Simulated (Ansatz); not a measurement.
**Ti under changes of volume**

One of the cells (16.731 Å³/atom); the others are scaled copies at fixed shape and fractional positions:

```xyz
1
Lattice="0.0000 2.0300 2.0300 2.0300 0.0000 2.0300 2.0300 2.0300 0.0000" Properties=species:S:1:pos:R:3 pbc="T T T"
Ti    0.0000    0.0000    0.0000
```

This isn't the form of Ti at room conditions, which is hcp.

- Program: Ansatz 0.2.0
- Functional: HSE06
- Potentials or basis: Ansatz PAW
- Cutoff: 420 eV (not typed: the program's choice for these potentials)
- k mesh: 6 × 6 × 6
- Occupations: fermi-dirac, width 0.05 eV
- Spin: no spin polarisation

| volume (Å³/atom) | energy over the lowest point (meV/atom) | pressure (GPa) |
| --- | --- | --- |
| 15.727 | ? | ? |
| 16.062 | 35.74 | 10.3 |
| 16.396 | 17.74 | 7.2 |
| 16.731 | 6.13 | 4.2 |
| 17.065 | 0.41 | 1.6 |
| 17.400 | 0.00 | -0.8 |
| 17.735 | 4.51 | -3.0 |

**Question.** What does the run at 15.727 Å³/atom give?

**Answer.** Energy over the lowest point 60.78 meV/atom; pressure 13.8 GPa.

Worked out: A Birch-Murnaghan fit of order 3 (a polynomial in V^(-2/3)) to the other rows has its minimum at 17.26 Å³/atom with B0 = V·E''(V) = 125 GPa and B' = 3.7. It gives 60.85 meV/atom at 15.727 Å³/atom, against the run's 60.78, and -dE/dV = 13.8 GPa, against 13.8.

Energies are extrapolated to zero smearing.

Caveats: all runs use coarse meshes; the PAW data sets come from PBE, with cores solved anew for the run's functional, which leaves a small shift of forces and pressure; the thresholds are loose for stress.
